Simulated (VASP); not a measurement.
# CdTe (F-43m) in VASP: a series of runs

The runs below take CdTe through electric field gradients, with PBEsol, PBE.

Everything below comes from runs of VASP 6.6.1. Logs are shortened: lines on timing, memory, paths and dates and some standing lists are left out, and cuts for length are marked.

**What was measured.**

A printed reference work, data compilation reports, for a bulk crystal of CdTe at 0 K: band gap 1.607 eV.

The results are compared with them further down.

## (1) The crystal as given

Symmetry: F-43m, No. 216, cubic system. The conventional cell has a = 6.564 Å, b = 6.564 Å, c = 6.564 Å, α = 90.00°, β = 90.00°, γ = 90.00°. Cd (site symmetry -43m) is surrounded by 4 Te at 2.84 Å. Te (site symmetry -43m) has 4 Cd at 2.84 Å as nearest neighbours.

The cell is a database's computed one.

## (2) Electric field gradients, PBEsol

INCAR

```
SYSTEM = CdTe
ALGO = Fast
EDIFF = 1E-8
ENCUT = 520
GGA = PS
ISIF = 2
ISMEAR = -1
LASPH = .TRUE.
LCHARG = .FALSE.
LEFG = .TRUE.
LREAL = .FALSE.
LWAVE = .FALSE.
NBANDS = 16
NELM = 100
PREC = Accurate
SIGMA = 0.01
```

KPOINTS

```
k-points
0
G
  7 7 7
  0 0 0
```

POSCAR

```
CdTe
1.0
    0.0000000000      3.2821135562      3.2821135562
    3.2821135562      0.0000000000      3.2821135562
    3.2821135562      3.2821135562      0.0000000000
Cd Te
1 1
Direct
    0.0000000000      0.0000000000      0.0000000000
    0.7500000000      0.7500000000      0.7500000000
```

Potentials or basis: VASP PAW PBE potentials, release 64 (Cd, Te).

Launch:

```console
cat potpaw_PBE.64/Cd/POTCAR potpaw_PBE.64/Te/POTCAR > POTCAR
mpirun -np 1 vasp_std > vasp.out
```

OUTCAR:

```text
SYSTEM = CdTe
   EDIFF = 1E-8
   ENCUT = 520
   GGA = PS
   ISIF = 2
   ISMEAR = -1
   LASPH = .TRUE.
   LREAL = .FALSE.
   NELM = 100
   PREC = Accurate

 ion  position               nearest neighbor table
   1  0.000  0.000  0.000-   2 2.84   2 2.84   2 2.84   2 2.84
   2  0.750  0.750  0.750-   1 2.84   1 2.84   1 2.84   1 2.84

  LATTYP: Found a face centered cubic cell.
 ALAT       =     6.5642271124

  Lattice vectors:

 A1 = (   0.0000000000,   3.2821135562,   3.2821135562)
 A2 = (   3.2821135562,   0.0000000000,   3.2821135562)
 A3 = (   3.2821135562,   3.2821135562,   0.0000000000)

Analysis of symmetry for initial positions (statically):
=====================================================================
 Subroutine PRICEL returns:
 Original cell was already a primitive cell.

 Routine SETGRP: Setting up the symmetry group for a
 face centered cubic supercell.

 Subroutine GETGRP returns: Found 24 space group operations
 (whereof 24 operations were pure point group operations)
 out of a pool of 48 trial point group operations.

The static configuration has the point symmetry T_d .

Analysis of symmetry for dynamics (positions and initial velocities):
=====================================================================
 Subroutine PRICEL returns:
 Original cell was already a primitive cell.

 Routine SETGRP: Setting up the symmetry group for a
 face centered cubic supercell.

 Subroutine GETGRP returns: Found 24 space group operations
 (whereof 24 operations were pure point group operations)
 out of a pool of 48 trial point group operations.

The dynamic configuration has the point symmetry T_d .

 Subroutine INISYM returns: Found 24 space group operations
 (whereof 24 operations are pure point group operations),
 and found     1 'primitive' translations

----------------------------------------------------------------------------------------

                                     Primitive cell

  volume of cell :      70.7116

  direct lattice vectors                    reciprocal lattice vectors
     0.000000000  3.282113556  3.282113556    -0.152340859  0.152340859  0.152340859
[... 117 lines left out ...]
   NGX = 17   NGY = 17   NGZ = 17

 number of electron      18.0000006 magnetization

 Free energy of the ion-electron system (eV)
  ---------------------------------------------------
  ext. energy  EPLUGINS =         0.00000000
  ---------------------------------------------------
  free energy    TOTEN  =        -5.48007131 eV

  energy without entropy =       -5.48007131  energy(sigma->0) =       -5.48007131

 E-fermi :   2.0755     XC(G=0):  -8.6118

 val. band max:        1.8731389698   @ k =   0.0000   0.0000   0.0000
 cond. band min:       2.4225937574   @ k =   0.0000   0.0000   0.0000
 fundamental gap:      0.5494547875
 Fermi energy:         2.0755444261

 k-point     1 :       0.0000    0.0000    0.0000
  band No.  band energies     occupation
      1      -9.1265      2.00000
      2      -6.2572      2.00000
      3      -6.2572      2.00000
      4      -6.2572      2.00000
      5      -6.0198      2.00000
      6      -6.0198      2.00000
[... 357 lines left out ...]
      3      -6.1400      2.00000
      4      -6.0482      2.00000
      5      -6.0160      2.00000
      6      -5.5279      2.00000
[... 8 lines left out ...]
     15      11.8623      0.00000
     16      13.5749      0.00000

------------------------ aborting loop because EDIFF is reached ----------------------------------------

  FORCE on cell =-STRESS in cart. coord.  units (eV):
  Direction    XX          YY          ZZ          XY          YZ          ZX
  --------------------------------------------------------------------------------------
  -------------------------------------------------------------------------------------
  Total       -0.5180569     -0.5180569     -0.5180569      0.0000000      0.0000000      0.0000000
  in kB      -11.7380845    -11.7380845    -11.7380845      0.0000000      0.0000000      0.0000000
  external PRESSURE =     -11.7380845 kB  Pullay stress =       0.0000000 kB

 VOLUME and BASIS-vectors are now :
 -----------------------------------------------------------------------------
  energy-cutoff  :      520.00
  volume of cell :       70.71
      direct lattice vectors                 reciprocal lattice vectors
     0.000000000  3.282113556  3.282113556    -0.152340859  0.152340859  0.152340859
     3.282113556  0.000000000  3.282113556     0.152340859 -0.152340859  0.152340859
     3.282113556  3.282113556  0.000000000     0.152340859  0.152340859 -0.152340859

 POSITION                                       TOTAL-FORCE (eV/Angst)
 -----------------------------------------------------------------------------------
      0.00000      0.00000      0.00000         0.000000     -0.000000     -0.000000
      4.92317      4.92317      4.92317        -0.000000      0.000000      0.000000
 -----------------------------------------------------------------------------------
    total drift:                                0.000000      0.000000      0.000000

  FREE ENERGIE OF THE ION-ELECTRON SYSTEM (eV)
  ---------------------------------------------------
  free  energy   TOTEN  =        -5.4800713069 eV

  energy  without entropy=       -5.4800713069  energy(sigma->0) =       -5.48007131

 Electric field gradients (V/A^2)
---------------------------------------------------------------------
 ion       V_xx      V_yy      V_zz      V_xy      V_xz      V_yz
---------------------------------------------------------------------
   1       0.000     0.000    -0.000     0.002     0.002     0.002
   2      -0.000    -0.000     0.000    -0.000    -0.000    -0.000
---------------------------------------------------------------------

 Electric field gradients after diagonalization (V/A^2)
 (convention: |V_zz| > |V_xx| > |V_yy|)
----------------------------------------------------------------------
 ion       V_xx      V_yy      V_zz     asymmetry (V_yy - V_xx)/ V_zz
----------------------------------------------------------------------
   1      -0.002    -0.002     0.004       0.000
   2       0.000     0.000    -0.000       0.000
----------------------------------------------------------------------

           NMR quadrupolar parameters

 Cq : quadrupolar parameter    Cq=e*Q*V_zz/h
 eta: asymmetry parameters     (V_yy - V_xx)/ V_zz
 Q  : nuclear electric quadrupole moment in mb (millibarn)
----------------------------------------------------------------------
 ion       Cq(MHz)       eta       Q (mb)
----------------------------------------------------------------------
   1       0.000       0.000       1.000
   2      -0.000       0.000       1.000
----------------------------------------------------------------------
```

OSZICAR:

```text
N       E                     dE             d eps       ncg     rms          rms(c)
DAV:   1     0.971344035883E+02    0.97134E+02   -0.81367E+03   640   0.963E+02
DAV:   2    -0.223316090248E+01   -0.99368E+02   -0.94963E+02   760   0.233E+02
DAV:   3    -0.570287545045E+01   -0.34697E+01   -0.34646E+01   768   0.456E+01
DAV:   4    -0.573694940574E+01   -0.34074E-01   -0.34072E-01   984   0.386E+00
DAV:   5    -0.573702654802E+01   -0.77142E-04   -0.77142E-04   800   0.172E-01    0.502E+00
RMM:   6    -0.550064264470E+01    0.23638E+00   -0.41096E-01   640   0.455E+00    0.397E+00
RMM:   7    -0.548122264827E+01    0.19420E-01   -0.62080E-02   653   0.128E+00    0.174E+00
RMM:   8    -0.547998852562E+01    0.12341E-02   -0.55333E-03   714   0.773E-01    0.295E-01
RMM:   9    -0.548003061937E+01   -0.42094E-04   -0.89721E-04   705   0.238E-01    0.538E-02
RMM:  10    -0.548006873952E+01   -0.38120E-04   -0.19396E-04   719   0.109E-01    0.192E-02
RMM:  11    -0.548007083633E+01   -0.20968E-05   -0.59077E-05   729   0.545E-02    0.168E-02
RMM:  12    -0.548007143048E+01   -0.59415E-06   -0.77284E-06   759   0.259E-02    0.451E-03
RMM:  13    -0.548007131725E+01    0.11323E-06   -0.13256E-06   722   0.968E-03    0.426E-03
RMM:  14    -0.548007130014E+01    0.17106E-07   -0.33894E-07   760   0.456E-03    0.764E-04
RMM:  15    -0.548007130693E+01   -0.67903E-08   -0.45453E-08   676   0.175E-03
   1 F= -.54800713E+01 E0= -.54800713E+01  d E =-.602095E-11
```

Wall time 11 s (1 thread of Intel Xeon 6975P-C (Granite Rapids), shared host); peak memory 0.21 GiB.

What came out:

- Free energy: -5.4801 eV
- Pressure: -1.2 GPa
- Band gap on the k mesh: 0.55 eV, direct

Electric field gradients, principal values (V/Å²):
```tsv
atom	Vxx	Vyy	Vzz
1 Cd	-0.002	-0.002	0.004
2 Te	0.000	0.000	0.000
```

Caveat: the PAW data sets were made with another functional, which shifts forces and pressure a little; spin-orbit coupling is left out, which moves the levels of the heavy elements.

(Continued in part 2 of 2.)
